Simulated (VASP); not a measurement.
# Fe (Fmmm) in VASP: further runs, part 2 of 2

VASP 6.6.1. Earlier steps stand in the parts before.

## 3. Single point, PBEsol, collinear spin, ferromagnetic start

INCAR

```
SYSTEM = Fe
ADDGRID = .False.
ALGO = Normal
EDIFF = 1E-6
ENCUT = 450
GGA = PS
ISIF = 2
ISMEAR = 1
ISPIN = 2
LASPH = .True.
LCHARG = .False.
LMAXMIX = 4
LORBIT = 11
LREAL = .False.
LWAVE = .False.
MAGMOM = 3
NELM = 100
PREC = Accurate
SIGMA = 0.15
```

KPOINTS

```
k-points
0
Gamma
  14 14 14
  0 0 0
```

POSCAR

```
Fe
1.0
    0.0000000000      1.9417396906      1.9651051623
    1.4984397099      0.0000000000      1.9651051623
    1.4984397099      1.9417396906      0.0000000000
Fe
1
Direct
    0.0000000000      0.0000000000      0.0000000000
```

Potentials or basis: VASP PAW PBE potentials, release 64 (Fe).

The run is started by

```bash
$ cat potpaw_PBE.64/Fe/POTCAR > POTCAR
$ mpirun -np 1 vasp_std > vasp.out
```

OUTCAR:

```text
SYSTEM = Fe
   EDIFF = 1E-6
   ENCUT = 450
   GGA = PS
   ISIF = 2
   ISMEAR = 1
   ISPIN = 2
   LASPH = .True.
   LORBIT = 11
   LREAL = .False.
   NELM = 100
   PREC = Accurate

 Found    428 irreducible k-points:

 Following reciprocal coordinates:
            Coordinates               Weight
  0.000000  0.000000  0.000000      1.000000
  0.071429 -0.000000 -0.000000      8.000000
  0.142857  0.000000 -0.000000      8.000000
  0.214286  0.000000 -0.000000      8.000000
  0.285714  0.000000  0.000000      8.000000
  0.357143  0.000000 -0.000000      8.000000
   k-points           NKPTS =    428   k-points in BZ     NKDIM =    428   number of bands    NBANDS=     10
   number of dos      NEDOS =    301   number of ions     NIONS =      1
   total plane-waves  NPLWV =   6480
   dimension x,y,z NGX =    20 NGY =   18 NGZ =   18
   dimension x,y,z NGXF=    40 NGYF=   36 NGZF=   36
   ions per type =               1
   NGX,Y,Z   is equivalent  to a cutoff of  12.04, 12.11, 12.20 a.u.
   NGXF,Y,Z  is equivalent  to a cutoff of  24.07, 24.22, 24.40 a.u.
 SYSTEM =  Fe
   PREC   = accura    normal or accurate (medium, high low for compatibility)
   ISTART =      0    job   : 0-new  1-cont  2-samecut
   ICHARG =      2    charge: 1-file 2-atom 10-const
   ISPIN  =      2    spin polarized calculation?
   LNONCOLLINEAR =      F non collinear calculations
   LSORBIT =      F    spin-orbit coupling
   LASPH  =      T    aspherical Exc in radial PAW
   ENCUT  =  450.0 eV  33.07 Ry    5.75 a.u.   4.78  4.27  4.24*2*pi/ulx,y,z
   NELM   =    100;   NELMIN=  2; NELMDL= -5     # of ELM steps
   EDIFF  = 0.1E-05   stopping-criterion for ELM
   LREAL  =      F    real-space projection
   EDIFFG = 0.1E-04   stopping-criterion for IOM
   NSW    =      0    number of steps for IOM
   IBRION =     -1    ionic relax: 0-MD 1-quasi-New 2-CG
   NFREE  =      0    steps in history (QN), initial steepest desc. (CG)
   ISIF   =      2    stress and relaxation
   ISYM   =      2    0-nonsym 1-usesym 2-fastsym
   POTIM  = 0.5000    time-step for ionic-motion
   TEBEG  =    0.0;   TEEND  =   0.0 temperature during run
   PSTRESS=    0.0 pullay stress
   NELECT =       8.0000    total number of electrons
   NUPDOWN=      -1.0000    fix difference up-down
   EMIN   =  10.00;   EMAX   =-10.00  energy-range for DOS
   EFERMI =   0.00;   METHOD = LEGACY
   ISMEAR =     1;   SIGMA  =   0.15  broadening in eV -4-tet -1-fermi 0-gaus
[... 47 lines left out ...]
      4       3.5732      1.00000
      5       4.3071      1.00000
      6       4.7000      1.00000
      7      29.3843      0.00000
      8      30.8604      0.00000
      9      31.1217      0.00000
     10      35.0592      0.00000
[... 53 lines left out ...]
 k-point     6 :       0.3571    0.0000   -0.0000
  band No.  band energies     occupation
      1       0.4718      1.00000
      2       2.5854      1.00000
      3       3.8019      1.00000
      4       4.3185      1.00000
      5       4.7428      1.00000
      6       5.3597      1.02891
      7      16.1726      0.00000
      8      25.3690      0.00000
      9      27.8275      0.00000
     10      29.7956      0.00000

 [... further k-points ...]

 spin component 2

 k-point     1 :       0.0000    0.0000    0.0000
  band No.  band energies     occupation
      1      -2.6199      1.00000
      2       5.0237      1.00000
      3       5.1643      1.00031
      4       5.6553      0.13030
      5       6.8565     -0.00000
      6       7.4448     -0.00000
      7      29.2722      0.00000
      8      30.8011      0.00000
      9      31.0932      0.00000
     10      35.4968      0.00000
[... 53 lines left out ...]
 k-point     6 :       0.3571    0.0000   -0.0000
  band No.  band energies     occupation
      1       1.2744      1.00000
      2       4.4305      1.00000
      3       4.9618      1.00000
      4       6.7267     -0.00000
      5       7.4015     -0.00000
      6       7.5676     -0.00000
      7      17.1899      0.00000
      8      25.5050      0.00000
      9      28.5143      0.00000
     10      30.3494      0.00000

 [... further k-points ...]

------------------------ aborting loop because EDIFF is reached ----------------------------------------

  FORCE on cell =-STRESS in cart. coord.  units (eV):
  Direction    XX          YY          ZZ          XY          YZ          ZX
  --------------------------------------------------------------------------------------
  -------------------------------------------------------------------------------------
  Total       -1.1436254     -0.4530874     -0.5758325      0.0000000      0.0000000      0.0000000
  in kB     -160.2316555    -63.4814019    -80.6790370      0.0000000      0.0000000      0.0000000
  external PRESSURE =    -101.4640315 kB  Pullay stress =       0.0000000 kB

 VOLUME and BASIS-vectors are now :
 -----------------------------------------------------------------------------
  energy-cutoff  :      450.00
  volume of cell :       11.44
      direct lattice vectors                 reciprocal lattice vectors
     0.000000000  1.941739691  1.965105162    -0.333680426  0.257501045  0.254439309
     1.498439710  0.000000000  1.965105162     0.333680426 -0.257501045  0.254439309
     1.498439710  1.941739691  0.000000000     0.333680426  0.257501045 -0.254439309

 POSITION                                       TOTAL-FORCE (eV/Angst)
 -----------------------------------------------------------------------------------
      0.00000      0.00000      0.00000         0.000000      0.000000      0.000000
 -----------------------------------------------------------------------------------
    total drift:                                0.000000     -0.000000     -0.000000

  FREE ENERGIE OF THE ION-ELECTRON SYSTEM (eV)
  ---------------------------------------------------
  free  energy   TOTEN  =        -8.8790781381 eV

  energy  without entropy=       -8.8789211480  energy(sigma->0) =       -8.87902581

 total charge

# of ion       s       p       d       tot
------------------------------------------
    1        0.489   0.539   6.232   7.259

 magnetization (x)

# of ion       s       p       d       tot
------------------------------------------
    1       -0.013  -0.048   2.269   2.208
```

OSZICAR:

```text
N       E                     dE             d eps       ncg     rms          rms(c)
DAV:   1     0.149731144761E+02    0.14973E+02   -0.37554E+03 18220   0.877E+02
DAV:   2    -0.951560121624E+01   -0.24489E+02   -0.22572E+02 17324   0.123E+02
DAV:   3    -0.996283960949E+01   -0.44724E+00   -0.44461E+00 19084   0.216E+01
DAV:   4    -0.996468696661E+01   -0.18474E-02   -0.18468E-02 18386   0.126E+00
DAV:   5    -0.996470095600E+01   -0.13989E-04   -0.13990E-04 18734   0.107E-01    0.120E+01
DAV:   6    -0.896992394719E+01    0.99478E+00   -0.13037E+01 18622   0.540E+01    0.578E+00
DAV:   7    -0.889640169308E+01    0.73522E-01   -0.80001E-01 18794   0.130E+01    0.337E+00
DAV:   8    -0.888742098691E+01    0.89807E-02   -0.67671E-03 21044   0.637E-01    0.132E+00
DAV:   9    -0.887925660745E+01    0.81644E-02   -0.70744E-03 22520   0.560E-01    0.293E-01
DAV:  10    -0.887906919683E+01    0.18741E-03   -0.96867E-04 18728   0.452E-01    0.857E-02
DAV:  11    -0.887907834920E+01   -0.91524E-05   -0.11299E-04 18648   0.133E-01    0.313E-02
DAV:  12    -0.887907813814E+01    0.21105E-06   -0.37409E-06 17978   0.273E-02
   1 F= -.88790781E+01 E0= -.88790258E+01  d E =-.156990E-03  mag=     2.2194
```

stdout:

```text
POSCAR found type information on POSCAR Fe
 POSCAR found :  1 types and       1 ions
 scaLAPACK will be used
 -----------------------------------------------------------------------------
|                                                                             |
|                                                                             |
|     You enforced a specific xc type in the INCAR file but a different       |
|     I HOPE YOU KNOW WHAT YOU ARE DOING!                                     |
|                                                                             |
 -----------------------------------------------------------------------------

 LDA part: xc-table for (Slater+PW92), standard interpolation
 POSCAR, INCAR and KPOINTS ok, starting setup
 FFT: planning ... GRIDC
 FFT: planning ... GRID_SOFT
 FFT: planning ... GRID
 WAVECAR not read
 entering main loop
```

It took 60 s on 1 thread of Intel Xeon Platinum 8259CL at 2.50GHz (Skylake/Cascade Lake), shared host; peak memory 0.18 GiB.

The run converged, but some of its settings lie outside the range that counts as converged, so its numbers aren't taken as properties of the crystal.

Results:

* Free energy: -8.8791 eV
* Pressure: -10.1 GPa
* Band gap on the k mesh: none (metal or under the smearing width)
* Net moment: 2.22 μB per cell
* Site moments: Fe +2.21 μB
* Valence electrons inside the program's atomic spheres: Fe 7.26

Caveat: the PAW data sets were made with another functional, which shifts forces and pressure a little.

## 4. Single point, PBEsol, collinear spin, ferromagnetic start

Changes to INCAR since step 3:

```diff
@@ -4,6 +4,6 @@
 EDIFF = 1E-6
-ENCUT = 450
+ENCUT = 550
 GGA = PS
 ISIF = 2
-ISMEAR = 1
+ISMEAR = -1
 ISPIN = 2
```

KPOINTS is that of step 3.

POSCAR is that of step 3.

The run is started by

```bash
$ cat potpaw_PBE.64/Fe/POTCAR > POTCAR
$ mpirun -np 1 vasp_std > vasp.out
```

It took 63 s on 1 thread of Intel Xeon Platinum 8259CL at 2.50GHz (Skylake/Cascade Lake), shared host; peak memory 0.21 GiB.

The run converged, but some of its settings lie outside the range that counts as converged, so its numbers aren't taken as properties of the crystal.

Results:

| Item | Value |
| --- | --- |
| Free energy | -8.9168 eV |
| Pressure | -9.4 GPa |
| Band gap on the k mesh | none (metal or under the smearing width) |
| Net moment | 2.21 μB per cell |
| Site moments | Fe +2.20 μB |
| Valence electrons inside the program's atomic spheres | Fe 7.26 |

Caveat: the PAW data sets were made with another functional, which shifts forces and pressure a little.

## 5. Single point, PBEsol, collinear spin, ferromagnetic start

Changes to INCAR since step 4:

```diff
@@ -17,3 +17,3 @@
 NELM = 100
-PREC = Accurate
+PREC = Low
 SIGMA = 0.15
```

KPOINTS is that of step 4.

POSCAR is that of step 4.

The run is started by

```bash
$ cat potpaw_PBE.64/Fe/POTCAR > POTCAR
$ mpirun -np 1 vasp_std > vasp.out
```

Wall time 42 s (1 thread of Intel Xeon Platinum 8259CL at 2.50GHz (Skylake/Cascade Lake), shared host); peak memory 0.18 GiB.

The run converged, but some of its settings lie outside the range that counts as converged, so its numbers aren't taken as properties of the crystal.

Results:

| Quantity | Value |
| --- | --- |
| Free energy | -8.9166 eV |
| Pressure | -9.8 GPa |
| Band gap on the k mesh | none (metal or under the smearing width) |
| Net moment | 2.21 μB per cell |
| Site moments | Fe +2.19 μB |
| Valence electrons inside the program's atomic spheres | Fe 7.26 |

Caveat: the PAW data sets were made with another functional, which shifts forces and pressure a little.

## 6. For comparison

An earlier run on the cell as given: functional PBE; potentials or basis VASP PAW PBE potentials, release 64 (Fe); cutoff 520 eV; k mesh 13 × 13 × 13; occupations fermi-dirac, width 0.05 eV; collinear spin, ferromagnetic start; starting moments [3.0] μB.

* Pressure: -1.0 GPa
* Band gap on the k mesh: none (metal or under the smearing width)
* Net moment: 2.20 μB per cell
* Site moments: Fe +2.19 μB
* Valence electrons inside the program's atomic spheres: Fe 7.26
